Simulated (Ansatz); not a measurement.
**Clamped-ion strain scan in GaSb**

All numbers below come from Ansatz 0.2.0, DFT r2SCAN, scalar-relativistic, plane waves, PAW. Settings: plane waves to 500 eV, k-mesh 6×6×6 (Γ-centred), Gaussian smearing 0.05 eV. The mesh is coarse. Spin–orbit coupling is left out, which matters for the heavy elements here. No spin polarisation. Energies are free energies at this smearing, counted from the undisturbed cell; pressure is positive in compression.

The starting cell (as given, not relaxed at this level; it stands at 0.4 GPa):

```yaml
crystal:
  lattice:
    - [0.00000, 3.05900, 3.05900]
    - [3.05900, 0.00000, 3.05900]
    - [3.05900, 3.05900, 0.00000]
  atoms:
    - { symbol: Ga, position: [0.00000, 0.00000, 0.00000] }
    - { symbol: Sb, position: [0.75000, 0.75000, 0.75000] }
```

The cell is strained by ε times the Voigt pattern (0, 1, 0, 0, 0, 0) (xx, yy, zz, yz, xz, xy; engineering shear) with fractional coordinates fixed.

```
      ε  ΔE (meV/atom) stress summed along the pattern (GPa, tension positive) pressure (GPa) gap on the mesh (eV)
-0.0200            4.5                                                    -2.19             1.5                  0.54
-0.0150            2.8                                                    -1.72             1.2                  0.52
-0.0100            1.4                                                    -1.26             0.9                  0.50
-0.0050            0.5                                                    -0.81             0.6                  0.48
 0.0000            0.0                                                    -0.36             0.4                  0.47
 0.0050           -0.1                                                     0.08             0.1                  0.42
 0.0100              ?                                                     0.52               ?                  0.37
 0.0150              ?                                                     0.95            -0.4                     ?
 0.0175            1.3                                                     1.17            -0.6                  0.30
 0.0200            1.8                                                        ?               ?                  0.27
```

**Question.** Give the withheld values.

**Answer.** ΔE (meV/atom) at ε = 0.0100: 0.1; pressure (GPa) at ε = 0.0100: -0.2; ΔE (meV/atom) at ε = 0.0150: 0.8; gap on the mesh (eV) at ε = 0.0150: 0.32; stress summed along the pattern (GPa, tension positive) at ε = 0.0200: 1.38; pressure (GPa) at ε = 0.0200: -0.7.

Cost: 10 runs of about 1.4 core-minutes in all, on Arm Neoverse V1 (shared hosts).